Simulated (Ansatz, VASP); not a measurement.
# Si in VASP and in Ansatz

INCAR

```
PREC = Accurate
ENCUT = 520
EDIFF = 1E-6
ISMEAR = 0
SIGMA = 0.03
LREAL = False
LASPH = True
NELM = 60
ALGO = Normal
ISIF = 2
LWAVE = False
LCHARG = False
GGA = CA
NBANDS = 16
```

The input KPOINTS:

```
Automatic mesh
0
Gamma
  12 12 6
```

POSCAR

```
Si
1.0
    4.1511895570     -0.1246937714      0.1890939939
   -2.1835827522      3.3794630450     -0.1118519489
    0.3127939327     -0.0330537205      5.9450055146
Si
4
Direct
    0.3376920034      0.6737490305      0.0684338195
    0.6625013728      0.3239955130      0.5597595392
    0.3295116507      0.6740882964      0.4380553704
    0.6702949731      0.3281671601      0.9337512709
```

Input for Ansatz:

```yaml
crystal:
  lattice:
    - [4.151189557, -0.1246937714, 0.1890939939]
    - [-2.1835827522, 3.379463045, -0.1118519489]
    - [0.3127939327, -0.0330537205, 5.9450055146]
  atoms:
    - { symbol: Si, position: [0.3376920034, 0.6737490305, 0.0684338195] }
    - { symbol: Si, position: [0.6625013728, 0.323995513, 0.5597595392] }
    - { symbol: Si, position: [0.3295116507, 0.6740882964, 0.4380553704] }
    - { symbol: Si, position: [0.6702949731, 0.3281671601, 0.9337512709] }
basis:
  ecutwfc: 420
kpoints:
  mp_grid: { grid: [12, 12, 6] }
hamiltonian:
  xc: lda
scf:
  occupations: { method: gaussian, width: 0.03 }
output:
  forces: true
  stress: true
  eigenvalues: true
```

Change from the starting cell: all atoms moved at random (sigma 0.03 Å a component), cell strained at random (sigma 0.05).

Alike in both runs: task single point; functional LDA; k mesh 12 × 12 × 6; occupations gaussian, width 0.03 eV; no spin polarisation.

|  | VASP | Ansatz |
| --- | --- | --- |
| version | VASP 6.6.1 | Ansatz 0.2.0 |
| potentials or method | VASP PAW LDA potentials, release 64 (Si) | scalar-relativistic, plane waves, PAW |
| plane-wave cutoff (eV) | 520 | 420 |
| valence electrons in the cell | 16 | 16 |

```tsv
	VASP	Ansatz	Ansatz less VASP
gap on the k mesh at the Fermi level (eV)	none	none	-
pressure (GPa)	-0.1	-0.2	-0.05
largest component of the traceless stress (GPa)	15.33	15.28	-0.054
rms of the force components (eV/Å)	1.036	1.034	-0.0019
```

Atom by atom the forces differ by 0.002 eV/Å (rms over components). A gap of «none» marks a metal or a gap that the smearing closes.

Caveats: forces of over 1 eV/Å show positions far from the minimum, so gaps and moduli don't describe the material at rest.
